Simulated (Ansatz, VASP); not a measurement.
**One calculation of Rh, two programs**

The input INCAR:

```
  ALGO = Normal
  EDIFF = 1E-6
  ENCUT = 520
  GGA = PE
  ISIF = 2
  ISMEAR = 0
  LASPH = T
  LCHARG = F
  LREAL = F
  LWAVE = F
  NBANDS = 14
  NELM = 80
  PREC = Accurate
  SIGMA = 0.1
```

Contents of KPOINTS:

```
k-points
0
Gamma
  8 8 8
```

The input POSCAR:

```
Rh
1.0
    0.0000000000      1.9029860865      1.9029860865
    1.9029860865      0.0000000000      1.9029860865
    1.9029860865      1.9029860865      0.0000000000
Rh
1
Direct
    0.0000000000      0.0000000000      0.0000000000
```

Input for Ansatz:

```yaml
crystal:
  lattice:
    - [0.0, 1.9029860865, 1.9029860865]
    - [1.9029860865, 0.0, 1.9029860865]
    - [1.9029860865, 1.9029860865, 0.0]
  atoms:
    - { symbol: Rh, position: [0.0, 0.0, 0.0] }
basis:
  ecutwfc: 420
kpoints:
  mp_grid: { grid: [8, 8, 8] }
hamiltonian:
  xc: pbe
scf:
  occupations: { method: gaussian, width: 0.1 }
output:
  forces: true
  stress: true
  eigenvalues: true
```

Alike in both runs: task single point; functional PBE; k mesh 8 × 8 × 8; occupations gaussian, width 0.1 eV; no spin polarisation.

```csv
,VASP,Ansatz
version,VASP 6.6.1,Ansatz 0.2.0
potentials or method,"VASP PAW PBE potentials, release 64 (Rh_pv)","scalar-relativistic, plane waves, PAW"
plane-wave cutoff (eV),520,420
valence electrons in the cell,15,17
```

```csv
,VASP,Ansatz,Ansatz less VASP
gap on the k mesh at the Fermi level (eV),none,none,-
pressure (GPa),6.0,5.9,-0.06
```

A gap of «none» marks a metal or a gap that the smearing closes. With one functional, cell and mesh, what is left measures potentials, basis and numerics. The two sets of potentials don't hold the same shells in valence.
